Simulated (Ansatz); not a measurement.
Runs of Ansatz 0.2.0 on SnO2. It takes space group R-3m (No. 166, trigonal). Conventional cell: a = 3.234 Å, b = 3.234 Å, c = 14.402 Å, α = 90.00°, β = 90.00°, γ = 120.00°. Sn (site symmetry -3m) has 6 O at 2.13 Å as nearest neighbours. Around O (site symmetry 3m) lie 3 Sn at 2.13 Å. Measurements of this composition are mostly on another form, of space group No. 136.

```tsv
task	level	spin	cell	k mesh	cutoff (eV)	points for each segment of the path	target pressure (GPa)	gap on the mesh (eV)	pressure (GPa)	largest force (eV/Å)
band structure	r2SCAN	SOC, no magnetisation	as given	7 × 7 × 7	500	14	-	2.45	(c)	0.63
single point	PBE	off	as given	10 × 10 × 10	420	-	-	1.94	-0.6	0.13
relaxation of cell and atoms	PBE	off	relaxed to 2 GPa	10 × 10 × 10	420	-	2	(b)	2.0	-
relaxation of cell and atoms	PBE	off	relaxed	10 × 10 × 10	420	-	-	(a)	0.0	-
```

Alike in all rows: potentials or basis Ansatz PAW; smearing fermi-dirac 0.05 eV.

Problem. Fill in the values left out.

Solution. (a) 1.99; (b) 1.69; (c) -7.2.

Caveats: spin-orbit coupling is left out, which moves the levels of the heavy elements (some runs); the plane-wave basis is chosen anew once the cell has moved, so the energies of steps on either side of that aren't comparable (some runs); the PAW data sets come from PBE, with cores solved anew for the run's functional, which leaves a small shift of forces and pressure (some runs).

A k mesh can miss the band edges, and rows without SOC leave out spin-orbit coupling on Sn.
